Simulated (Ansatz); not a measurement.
## Cost and result for the equilibrium volume of GaCuSe2

```
Se Ga Cu
1.0
    -2.80955    2.80955    5.51300
     2.80955   -2.80955    5.51300
     2.80955    2.80955   -5.51300
Se Ga Cu
4 2 2
Direct
  0.12562 0.62500 0.00062
  0.87500 0.87438 0.49938
  0.62438 0.12500 0.99938
  0.37500 0.37562 0.50062
  0.25000 0.75000 0.50000
  0.50000 0.50000 0.00000
  0.75000 0.25000 0.50000
  0.00000 0.00000 0.00000
```

| rung | level | program and potentials | cutoff (eV) | k mesh | smearing | core time | chip | equilibrium volume (Å³/atom) | notes |
| --- | --- | --- | --- | --- | --- | --- | --- | --- | --- |
| GGA | PBEsol | Ansatz, Ansatz PAW | 420 | 7 × 7 × 7 | fermi-dirac 0.05 | 4.1 min | Intel Xeon Platinum 8375C Ice Lake | 21.47 | potentials made for PBE, which Ansatz adapts in part |
| GGA | PBE | Ansatz, Ansatz PAW | 420 | 7 × 7 × 7 | fermi-dirac 0.05 | 4.3 min | Intel Xeon Platinum 8375C Ice Lake | 22.65 | - |
| LDA | LDA | Ansatz, Ansatz PAW | 420 | 7 × 7 × 7 | fermi-dirac 0.05 | 4.8 min | Intel Xeon Platinum 8375C Ice Lake | 20.78 | potentials made for PBE, which Ansatz adapts in part |
| meta-GGA | r2SCAN | Ansatz, Ansatz PAW | 500 | 7 × 7 × 7 | fermi-dirac 0.05 | 8.6 min | Arm Neoverse V2 | 21.81 | potentials made for PBE, which Ansatz adapts in part |

Times are single runs on shared hosts and different chips, so they are rough; meshes, cutoffs and the tasks' sizes weigh on the time. Task: relaxation of cell and atoms. All rows: no spin polarisation. Smearing widths are in eV. Meshes are those of the run's cell of 8 atoms unless a note names another. Relaxations start from the cell shown or near it and stop with a little pressure left. Runs on faulty files, with rough fits or with known faults for this quantity aren't shown. No row holds spin-orbit coupling.

By rung: LDA 20.78; GGA 21.47 to 22.65; meta-GGA 21.81 (Å³/atom).
